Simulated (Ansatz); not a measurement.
Field gradients of V2O5 from run to run

Cell of run 1: a computed structure from the Materials Project (it need not be an observed phase), atoms as given.

```cif
data_V2O5
_symmetry_space_group_name_H-M 'Fdd2'
_symmetry_Int_Tables_number 43
_cell_length_a 9.7308
_cell_length_b 19.0778
_cell_length_c 5.4221
_cell_angle_alpha 90.000
_cell_angle_beta 90.000
_cell_angle_gamma 90.000
loop_
_atom_site_label
_atom_site_type_symbol
_atom_site_symmetry_multiplicity
_atom_site_Wyckoff_symbol
_atom_site_fract_x
_atom_site_fract_y
_atom_site_fract_z
V V 16 b 0.8334 0.6752 0.7676
O5 O 8 a 0.7500 0.7500 0.8929
O6 O 16 b 0.4019 0.1957 0.5097
O7 O 16 b 0.4596 0.6410 0.4699
```

One atom of each set is listed; the run and its k-mesh use a cell of 14 atoms with edges of 9.92, 5.57, 10.71 Å.

Relaxed positions (PBE, cell held):

V (0.8354, 0.6756, 0.7673)
O5 (0.7500, 0.7500, 0.8937)
O6 (0.4029, 0.1967, 0.5107)
O7 (0.4629, 0.6415, 0.4687)

All runs are DFT with Ansatz 0.2.0 (plane waves and PAW, scalar-relativistic unless spin–orbit coupling is named, Γ-centred meshes, Fermi–Dirac smearing where given) in this cell.

Run 1: PBE, gradients read without the response of the cores, atoms as given; 420 eV, 5×5×5 k-points, smearing 0.02 eV.
Run 2: PBE, gradients read without the response of the cores, atoms relaxed; 420 eV, 5×5×5 k-points, smearing 0.02 eV.
Run 3: r2SCAN, gradients read without the response of the cores, at the relaxed atoms; 500 eV, 5×5×5 k-points, smearing 0.02 eV.

Task: What does each run give, and what moves the gradients most?

Result: 

```csv
run,V V_zz (η),O5 V_zz (η),O6 V_zz (η),O7 V_zz (η)
1,-3.52 (0.81),3.34 (0.20),-1.47 (0.51),-4.00 (0.83)
2,-3.73 (0.81),3.39 (0.21),-1.54 (0.47),-4.09 (0.82)
3,-3.43 (0.85),3.63 (0.22),-1.11 (0.67),-4.30 (0.87)
```

V_zz in 10²¹ V/m². Against run 1, the gradient tensors on these sites move by at most 0.23 in run 2 (V), 0.37 in run 3 (O6). Taken one at a time, the functional (r2SCAN with its higher cutoff) moves the tensors on these sites by up to 0.44 (largest principal value of the change, on O6), the positions of the atoms (as given or relaxed) by 0.23 (V).

In runs 1, 3 the atoms aren't at the calculated equilibrium (largest force 0.44, 0.67 eV/Å).
